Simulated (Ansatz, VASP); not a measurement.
## TaN in VASP and in Ansatz

```xyz
2
Lattice="2.8853 0.0000 0.0000 -1.4426 2.4987 0.0000 0.0000 0.0000 2.9484" Properties=species:S:1:pos:R:3 pbc="T T T"
Ta    0.0000    1.6658    1.4742
N     0.0000    0.0000    0.0000
```

Alike in both runs: task single point; functional PBEsol; k mesh 21 × 21 × 18; occupations gaussian, width 0.15 eV; no spin polarisation.

```csv
,VASP,Ansatz
version,VASP 6.6.1,Ansatz 0.2.0
potentials or method,"VASP PAW PBE potentials, release 64 (Ta_pv, N)","scalar-relativistic, plane waves, PAW"
plane-wave cutoff (eV),520,520
valence electrons in the cell,16,18
```

|  | VASP | Ansatz | Ansatz less VASP |
| --- | --- | --- | --- |
| gap on the k mesh at the Fermi level (eV) | none | none | - |
| pressure (GPa) | 0.1 | -0.8 | -0.83 |
| largest component of the traceless stress (GPa) | 17.13 | 17.25 | +0.125 |

A gap of «none» marks a metal or a gap that the smearing closes. The two sets of potentials don't hold the same shells in valence.

Caveats: the PAW data sets were made with another functional, which shifts forces and pressure a little (VASP). The runs have no spin-orbit coupling, so splittings on Ta are missing.
